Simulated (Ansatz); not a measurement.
# Ta: a short molecular-dynamics run, part 2 of 2

A trajectory of Ta, a distorted structure with 4 atoms that was not relaxed first: 30 steps of 1 fs at constant energy, with velocities drawn for 600 K.

Ansatz 0.2.0; DFT PBE, plane waves, PAW, scalar-relativistic, no spin polarisation.

### 3 The log goes on

Output, continued:

```text
SCF iter   1: F=—  HF=-39727.730315 eV  |F-HF|=—  |Δ(HF+E_count)|=         —  Δρ=2.98e-6  dr2=4.16e-9  ethr=1.38e-10  ⟨swp⟩=1.6  Hψ=1764  notcnv=0  defer=29
preconditioner: auto → Kerker (q_TF=auto, 2.558 Å⁻¹)  [metal: Δε(μ)=0.027 eV  Ē_g=3.787 eV  σ=0.100 eV  W_gap=0.15  n_scr=16 (ndim 8)  ℏωp=19.0 eV  f_vac=0.000  D(μ)=4.40/eV (n_scr^D=36)]
SCF iter   2: F=-39727.730315 eV  HF=-39727.730315 eV  |F-HF|=3.93e-10  |Δ(HF+E_count)|=  4.37e-10  Δρ=1.48e-6  dr2=1.10e-9  ethr=7.69e-12  ⟨swp⟩=3.0  Hψ=3995  notcnv=0
SCF 14 converged in 2 iterations: F = -39727.730315 eV  dr2 = 1.10e-9
md step    13: t =    13.00 fs  T =   847.0 K  F+E_penalty+E_count = -39727.73031490 eV  E_kin = 0.328445 eV  conserved = -39727.40186999 eV  (2 SCF iters)
SCF iter   1: F=—  HF=-39727.739249 eV  |F-HF|=—  |Δ(HF+E_count)|=         —  Δρ=3.42e-6  dr2=5.84e-9  ethr=7.99e-11  ⟨swp⟩=1.7  Hψ=1772  notcnv=0  defer=30
preconditioner: auto → Kerker (q_TF=auto, 2.558 Å⁻¹)  [metal: Δε(μ)=0.023 eV  Ē_g=3.787 eV  σ=0.100 eV  W_gap=0.13  n_scr=16 (ndim 8)  ℏωp=19.0 eV  f_vac=0.000  D(μ)=4.44/eV (n_scr^D=36)]
SCF iter   2: F=-39727.739249 eV  HF=-39727.739249 eV  |F-HF|=5.53e-10  |Δ(HF+E_count)|=  3.71e-10  Δρ=1.96e-6  dr2=1.98e-9  ethr=7.69e-12  ⟨swp⟩=3.0  Hψ=4006  notcnv=0
SCF 15 converged in 2 iterations: F = -39727.739249 eV  dr2 = 1.98e-9
md step    14: t =    14.00 fs  T =   870.0 K  F+E_penalty+E_count = -39727.73924942 eV  E_kin = 0.337378 eV  conserved = -39727.40187154 eV  (2 SCF iters)
SCF iter   1: F=—  HF=-39727.748288 eV  |F-HF|=—  |Δ(HF+E_count)|=         —  Δρ=3.13e-6  dr2=5.34e-9  ethr=1.12e-10  ⟨swp⟩=1.6  Hψ=1764  notcnv=0  defer=30
preconditioner: auto → Kerker (q_TF=auto, 2.558 Å⁻¹)  [metal: Δε(μ)=0.017 eV  Ē_g=3.788 eV  σ=0.100 eV  W_gap=0.10  n_scr=16 (ndim 8)  ℏωp=19.0 eV  f_vac=0.000  D(μ)=4.47/eV (n_scr^D=36)]
SCF iter   2: F=-39727.748288 eV  HF=-39727.748288 eV  |F-HF|=4.66e-10  |Δ(HF+E_count)|=  2.91e-10  Δρ=1.92e-6  dr2=2.10e-9  ethr=7.69e-12  ⟨swp⟩=2.9  Hψ=3779  notcnv=0
SCF 16 converged in 2 iterations: F = -39727.748288 eV  dr2 = 2.10e-9
md step    15: t =    15.00 fs  T =   893.3 K  F+E_penalty+E_count = -39727.74828807 eV  E_kin = 0.346415 eV  conserved = -39727.40187312 eV  (2 SCF iters)
[... from here on, the SCF cycles and remarks between the steps are left out ...]
md step    16: t =    16.00 fs  T =   916.8 K  F+E_penalty+E_count = -39727.75740470 eV  E_kin = 0.355530 eV  conserved = -39727.40187468 eV  (2 SCF iters)
md step    17: t =    17.00 fs  T =   940.5 K  F+E_penalty+E_count = -39727.76657293 eV  E_kin = 0.364697 eV  conserved = -39727.40187623 eV  (2 SCF iters)
md step    18: t =    18.00 fs  T =   964.2 K  F+E_penalty+E_count = -39727.77576624 eV  E_kin = 0.373888 eV  conserved = -39727.40187778 eV  (2 SCF iters)
md step    19: t =    19.00 fs  T =   987.9 K  F+E_penalty+E_count = -39727.78495796 eV  E_kin = 0.383079 eV  conserved = -39727.40187933 eV  (2 SCF iters)
md step    20: t =    20.00 fs  T =  1011.5 K  F+E_penalty+E_count = -39727.79412131 eV  E_kin = 0.392240 eV  conserved = -39727.40188092 eV  (6 SCF iters)
md step    21: t =    21.00 fs  T =  1035.0 K  F+E_penalty+E_count = -39727.80322931 eV  E_kin = 0.401347 eV  conserved = -39727.40188254 eV  (2 SCF iters)
md step    22: t =    22.00 fs  T =  1058.3 K  F+E_penalty+E_count = -39727.81225481 eV  E_kin = 0.410371 eV  conserved = -39727.40188420 eV  (3 SCF iters)
md step    23: t =    23.00 fs  T =  1081.2 K  F+E_penalty+E_count = -39727.82117042 eV  E_kin = 0.419285 eV  conserved = -39727.40188587 eV  (2 SCF iters)
md step    24: t =    24.00 fs  T =  1103.9 K  F+E_penalty+E_count = -39727.82994850 eV  E_kin = 0.428061 eV  conserved = -39727.40188756 eV  (3 SCF iters)
md step    25: t =    25.00 fs  T =  1126.1 K  F+E_penalty+E_count = -39727.83856115 eV  E_kin = 0.436672 eV  conserved = -39727.40188927 eV  (2 SCF iters)
md step    26: t =    26.00 fs  T =  1147.8 K  F+E_penalty+E_count = -39727.84698025 eV  E_kin = 0.445089 eV  conserved = -39727.40189100 eV  (2 SCF iters)
md step    27: t =    27.00 fs  T =  1168.9 K  F+E_penalty+E_count = -39727.85517752 eV  E_kin = 0.453285 eV  conserved = -39727.40189274 eV  (2 SCF iters)
md step    28: t =    28.00 fs  T =  1189.4 K  F+E_penalty+E_count = -39727.86312470 eV  E_kin = 0.461230 eV  conserved = -39727.40189449 eV  (2 SCF iters)
md step    29: t =    29.00 fs  T =  1209.2 K  F+E_penalty+E_count = -39727.87079369 eV  E_kin = 0.468897 eV  conserved = -39727.40189620 eV  (2 SCF iters)
iter 1 solved again at ethr=5.05e-7 eV; its pass at ethr=3.10e-3 eV (dr2=2.63e-4 eV) is discarded
SCF iter   1: F=—  HF=-39727.878239 eV  |F-HF|=—  |Δ(HF+E_count)|=         —  Δρ=5.10e-4  dr2=3.65e-4  ethr=5.05e-7  ⟨swp⟩=3.9  Hψ=6977  notcnv=0
preconditioner: auto → Kerker (q_TF=auto, 2.558 Å⁻¹)  [metal: Δε(μ)=0.014 eV  Ē_g=3.785 eV  σ=0.100 eV  W_gap=0.08  n_scr=16 (ndim 8)  ℏωp=19.0 eV  f_vac=0.000  D(μ)=4.36/eV (n_scr^D=36)]
SCF iter   2: F=—  HF=-39727.878183 eV  |F-HF|=—  |Δ(HF+E_count)|=   5.58e-5  Δρ=2.85e-4  dr2=1.13e-4  ethr=5.05e-7  ⟨swp⟩=1.4  Hψ=1237  notcnv=0
SCF iter   3: F=—  HF=-39727.878156 eV  |F-HF|=—  |Δ(HF+E_count)|=   2.67e-5  Δρ=9.34e-5  dr2=1.76e-5  ethr=2.17e-7  ⟨swp⟩=2.0  Hψ=1503  notcnv=0
SCF iter   4: F=—  HF=-39727.878157 eV  |F-HF|=—  |Δ(HF+E_count)|=   1.44e-6  Δρ=1.88e-5  dr2=2.22e-7  ethr=3.38e-8  ⟨swp⟩=2.0  Hψ=1493  notcnv=0
SCF iter   5: F=—  HF=-39727.878157 eV  |F-HF|=—  |Δ(HF+E_count)|=   6.50e-7  Δρ=3.39e-6  dr2=1.76e-8  ethr=4.26e-10  ⟨swp⟩=2.0  Hψ=1527  notcnv=0
SCF iter   6: F=-39727.878157 eV  HF=-39727.878157 eV  |F-HF|=1.40e-9  |Δ(HF+E_count)|=   2.57e-9  Δρ=1.23e-6  dr2=1.94e-9  ethr=7.69e-12  ⟨swp⟩=4.3  Hψ=3698  notcnv=0
SCF 31 converged in 6 iterations: F = -39727.878157 eV  dr2 = 1.94e-9
md step    30: t =    30.00 fs  T =  1228.2 K  F+E_penalty+E_count = -39727.87815684 eV  E_kin = 0.476259 eV  conserved = -39727.40189795 eV  (6 SCF iters)
NSCF: frozen V_eff on 36 k-points
the band table was solved once a step of the walk had ended and its energy, with any forces and stress, was formed, with the checks that follow a solve (4712 applications of the Hamiltonian). They found nothing against the state; the energy, forces and stress were not computed again (output.eigenvalues in the input reference)
SCF converged after 6 iterations
Free energy (F): -39727.878157 eV
Harris-Foulkes:  -39727.878157 eV  (|F-HF|=1.40e-9)
Internal energy: -39727.856309 eV  (E = F + TS)
E sigma→0 (E₀):  -39727.867233 eV
Entropy (-TS):   -0.021848 eV (-5.462 meV/atom)
Fermi energy:    17.685415 eV
--- Per-component energies (eV) ---
  E_band       = -481.303074
  E_kinetic    = 1457.625497
  E_local      = -2354.805703  (includes V_loc(G=0)·N_el)
  E_nonlocal   = 56.847986
  E_hartree    = 811.013346
  E_xc         = -871.507703
  E_vxc        = -813.032780  (∫ρ·V_xc dr)
  E_paw        = -33585.176321  (= ΣΔE_a)
  E_vpaw       = -449.965230  (= ΣTr[D̂ρ^β])
  E_aug_tail   = 0.000599  (compensation charges beyond the density's cutoff)
  E_ewald      = -5241.854010
  E_smearing   = -0.021848  (= −TS)
  E_closure    = 0.000000  (closes the sum)
  Σ components = -39727.878157   (vs F -39727.878157, Δ=0.00e0)
--- Forces (eV/Å), atoms counted from 1 ---
  atom   1  Ta     0.71295069     0.98448928    -0.43410532
  atom   2  Ta     0.24207667     0.45748877     0.48619919
  atom   3  Ta    -0.14482968    -0.66125473    -0.05546628
  atom   4  Ta    -0.81019830    -0.78072164     0.00337176
  max |Σ_I F_I| component: 1.69e-6 eV/Å
--- Band table (eV; the first three rows and the last of 36) ---
  k-point 0: bands = ["-49.8770", "-49.7851", "-49.7465", "-49.7062", "-16.8130", "-16.6042", "-16.5710", "-16.4767", "-16.4481", "-16.3068", "-16.2713", "-16.2511", "-16.2137", "-15.8795", "-15.8677", "-15.8399", "9.7166", "13.4991", "14.4405", "15.1191", "15.1268", "16.3958", "16.5211", "16.6722", "16.8219", "17.9147", "18.1563", "18.4730", "19.4611", "19.6333", "20.8778", "20.9767"]
  k-point 1: bands = ["-49.8625", "-49.7933", "-49.7477", "-49.7118", "-16.7544", "-16.7286", "-16.6744", "-16.3501", "-16.2929", "-16.2746", "-16.2504", "-16.2172", "-16.1851", "-16.0028", "-15.9248", "-15.8902", "10.5339", "13.6119", "14.1176", "14.1348", "14.8200", "15.0662", "15.1645", "17.5806", "18.4047", "18.6177", "18.6393", "18.8139", "18.9560", "20.4338", "20.9466", "21.6960"]
  k-point 2: bands = ["-49.8386", "-49.8109", "-49.7492", "-49.7167", "-16.8194", "-16.8013", "-16.4515", "-16.3681", "-16.2772", "-16.2363", "-16.2035", "-16.1795", "-16.1312", "-16.1094", "-16.0073", "-15.9631", "12.4177", "12.6134", "13.4259", "13.4661", "14.5388", "14.5731", "15.7166", "16.3179", "18.1163", "19.0535", "19.7389", "19.7855", "20.0739", "20.1784", "20.2428", "20.4784"]
  k-point 35: bands = ["-49.8332", "-49.7934", "-49.7531", "-49.7349", "-16.8812", "-16.8638", "-16.6044", "-16.5878", "-16.3648", "-16.2501", "-16.0898", "-16.0665", "-16.0200", "-15.9844", "-15.9532", "-15.9282", "13.1878", "13.2269", "14.2323", "14.4315", "16.2756", "16.6168", "16.9008", "17.2111", "17.7474", "17.8553", "18.0089", "18.2343", "18.3660", "18.3945", "19.1950", "19.3528"]
--- MD trajectory: 30 steps, t = 0.0 → 30.0 fs ---
  final state: T = 1228.2 K   F+E_penalty+E_count = -39727.87815684 eV   E_kin = 0.476259 eV
  conserved energy: peak-to-peak 4.355e-5 eV (1.089e-5 eV/atom) over 30.0 fs
```

Run time: 48 s. Hardware: 2 threads of Arm Neoverse V2, shared host; peak memory 0.38 GiB.

### 4 What the atoms did

One step in 2; energies are changes from step 0; msd is the mean square displacement from the start, the centre of mass held:

```
time (fs)  T (K)  potential energy change (meV/atom)  total energy change (meV/atom)  msd Ta (Å²)
      0.0    600                                 0.0                            0.00        0.000
      2.0    629                                -2.8                            0.00        0.000
      4.0    662                                -6.0                            0.00        0.000
      6.0    699                                -9.6                            0.00        0.000
      8.0    738                               -13.4                            0.00        0.000
     10.0    780                               -17.5                            0.00        0.001
     12.0    824                               -21.7                            0.00        0.001
     14.0    870                               -26.2                            0.00        0.001
     16.0    917                               -30.7                           -0.01        0.002
     18.0    964                               -35.3                           -0.01        0.003
     20.0   1012                               -39.9                           -0.01        0.003
     22.0   1058                               -44.4                           -0.01        0.004
     24.0   1104                               -48.9                           -0.01        0.005
     26.0   1148                               -53.1                           -0.01        0.006
     28.0   1189                               -57.2                           -0.01        0.007
     30.0   1228                               -60.9                           -0.01        0.008
```

time (fs), T (K) and a bar:
```
      0.0        600 
      1.0        614 #
      3.0        645 ##
      4.0        662 ###
      5.0        680 ####
      7.0        718 ######
      8.0        738 #######
      9.0        759 ########
     10.0        780 #########
     12.0        824 ###########
     13.0        847 ############
     14.0        870 #############
     16.0        917 ###############
     17.0        940 ################
     18.0        964 #################
     20.0       1012 ####################
     21.0       1035 #####################
     22.0       1058 ######################
     23.0       1081 #######################
     25.0       1126 #########################
     26.0       1148 ##########################
     27.0       1169 ###########################
     29.0       1209 #############################
     30.0       1228 ##############################
```

### 5 Positions and forces

Positions (Å) and forces (eV/Å):

```xyz
4
Lattice="-4.244 -0.029 0.020 -0.020 0.001 4.324 2.142 4.190 2.154" Properties=species:S:1:pos:R:3:forces:R:3 pbc="T T T" time_fs=4.0 T=662 dE=-0.0242
Ta    2.006    3.955    2.172    1.224    1.693   -0.726
Ta    0.017    4.157    4.240   -0.459    0.848    0.041
Ta   -2.168    2.064    4.218    0.381   -1.148    0.346
Ta    0.057    2.136    1.990   -1.146   -1.393    0.339
4
Lattice="-4.244 -0.029 0.020 -0.020 0.001 4.324 2.142 4.190 2.154" Properties=species:S:1:pos:R:3:forces:R:3 pbc="T T T" time_fs=8.0 T=738 dE=-0.0536
Ta    2.010    3.955    2.165    1.168    1.652   -0.689
Ta    0.007    4.161    4.231   -0.347    0.819    0.127
Ta   -2.161    2.064    4.223    0.309   -1.114    0.293
Ta    0.056    2.133    2.000   -1.130   -1.357    0.269
4
Lattice="-4.244 -0.029 0.020 -0.020 0.001 4.324 2.142 4.190 2.154" Properties=species:S:1:pos:R:3:forces:R:3 pbc="T T T" time_fs=11.0 T=802 dE=-0.0783
Ta    2.014    3.957    2.160    1.117    1.600   -0.659
Ta   -0.001    4.163    4.225   -0.260    0.789    0.187
Ta   -2.155    2.063    4.228    0.251   -1.075    0.250
Ta    0.054    2.130    2.008   -1.108   -1.314    0.221
4
Lattice="-4.244 -0.029 0.020 -0.020 0.001 4.324 2.142 4.190 2.154" Properties=species:S:1:pos:R:3:forces:R:3 pbc="T T T" time_fs=15.0 T=893 dE=-0.1138
Ta    2.019    3.960    2.152    1.042    1.506   -0.617
Ta   -0.011    4.168    4.216   -0.145    0.738    0.262
Ta   -2.147    2.061    4.234    0.170   -1.008    0.191
Ta    0.052    2.125    2.019   -1.067   -1.237    0.163
4
Lattice="-4.244 -0.029 0.020 -0.020 0.001 4.324 2.142 4.190 2.154" Properties=species:S:1:pos:R:3:forces:R:3 pbc="T T T" time_fs=19.0 T=988 dE=-0.1504
Ta    2.026    3.964    2.143    0.963    1.388   -0.574
Ta   -0.022    4.172    4.207   -0.035    0.678    0.331
Ta   -2.140    2.058    4.240    0.085   -0.928    0.130
Ta    0.048    2.119    2.030   -1.014   -1.138    0.114
4
Lattice="-4.244 -0.029 0.020 -0.020 0.001 4.324 2.142 4.190 2.154" Properties=species:S:1:pos:R:3:forces:R:3 pbc="T T T" time_fs=22.0 T=1058 dE=-0.1777
Ta    2.031    3.968    2.136    0.902    1.286   -0.540
Ta   -0.030    4.176    4.201    0.044    0.626    0.378
Ta   -2.134    2.055    4.244    0.022   -0.861    0.081
Ta    0.045    2.113    2.039   -0.967   -1.051    0.081
4
Lattice="-4.244 -0.029 0.020 -0.020 0.001 4.324 2.142 4.190 2.154" Properties=species:S:1:pos:R:3:forces:R:3 pbc="T T T" time_fs=26.0 T=1148 dE=-0.2125
Ta    2.039    3.974    2.127    0.813    1.139   -0.491
Ta   -0.041    4.182    4.193    0.144    0.548    0.435
Ta   -2.126    2.051    4.250   -0.062   -0.765    0.014
Ta    0.040    2.106    2.050   -0.896   -0.921    0.041
4
Lattice="-4.244 -0.029 0.020 -0.020 0.001 4.324 2.142 4.190 2.154" Properties=species:S:1:pos:R:3:forces:R:3 pbc="T T T" time_fs=30.0 T=1228 dE=-0.2436
Ta    2.047    3.981    2.117    0.713    0.984   -0.434
Ta   -0.051    4.189    4.185    0.242    0.457    0.486
Ta   -2.118    2.046    4.257   -0.145   -0.661   -0.055
Ta    0.034    2.097    2.061   -0.810   -0.781    0.003
```

### 6 Summary of results

This closing draws on all 2 parts.

| quantity | value |
| --- | --- |
| length | 30 steps of 1 fs |
| temperature, first and last step | 600 and 1228 K |
| temperature, second half | mean 1066 K, from 893 to 1228 K |
| potential energy, second half | -45 meV/atom from the start |
| largest change of the total energy | 0.01 meV/atom |
| mean square displacement, second half | Ta 0.004 Å² |

The temperature starts at 600 K and averages 1066 K in the second half, where it still rises, from 893 to 1228 K; the start was no minimum (force components up to 1.7 eV/Å), and the potential energy that it sheds (45 meV/atom) turns into motion. The total energy strays from its start by at most 0.01 meV/atom, under 0.1 % of the mean kinetic energy, so a step of 1 fs is short enough over this time. The farthest move is 0.11 Å, against a mean nearest distance of 2.7 Å at the start: no atom has changed site so far. Averages from a run of 30 fs with 4 atoms are rough.
